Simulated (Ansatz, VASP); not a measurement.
Two plane-wave programs on Sr

Contents of INCAR:

```
SYSTEM = Sr
PREC = Accurate
ENCUT = 520
EDIFF = 1E-7
ISMEAR = 0
SIGMA = 0.15
LREAL = .FALSE.
LASPH = .TRUE.
NELM = 100
ALGO = Normal
ISIF = 2
LWAVE = .FALSE.
LCHARG = .FALSE.
GGA = PE
NBANDS = 11
```

File KPOINTS:

```
Automatic mesh
0
G
  14 14 14
  0 0 0
```

POSCAR

```
Sr
1.0
   -2.5220000000      2.5220000000      2.4250000000
    2.5220000000     -2.5220000000      2.4250000000
    2.5220000000      2.5220000000     -2.4250000000
Sr
1
Direct
    0.0000000000      0.0000000000      0.0000000000
```

Input for Ansatz:

```yaml
crystal:
  lattice:
    - [-2.522, 2.522, 2.425]
    - [2.522, -2.522, 2.425]
    - [2.522, 2.522, -2.425]
  atoms:
    - { symbol: Sr, position: [0.0, 0.0, 0.0] }
basis:
  ecutwfc: 420
kpoints:
  mp_grid: { grid: [14, 14, 14] }
hamiltonian:
  xc: pbe
scf:
  occupations: { method: gaussian, width: 0.15 }
output:
  forces: true
  stress: true
  eigenvalues: true
```

Change from the starting cell: strain +0.040 along x and y, +0.000 along z, atoms carried along.

Alike in both runs: task single point; functional PBE; k mesh 14 × 14 × 14; occupations gaussian, width 0.15 eV; no spin polarisation.

|  | VASP | Ansatz |
| --- | --- | --- |
| version | VASP 6.6.1 | Ansatz 0.2.0 |
| potentials or method | VASP PAW PBE potentials, release 64 (Sr_sv) | scalar-relativistic, plane waves, PAW |
| plane-wave cutoff (eV) | 520 | 420 |
| valence electrons in the cell | 10 | 10 |

|  | VASP | Ansatz | Ansatz less VASP |
| --- | --- | --- | --- |
| gap on the k mesh at the Fermi level (eV) | none | none | - |
| pressure (GPa) | -1.2 | -1.2 | 0.00 |

A gap of «none» marks a metal or a gap that the smearing closes.
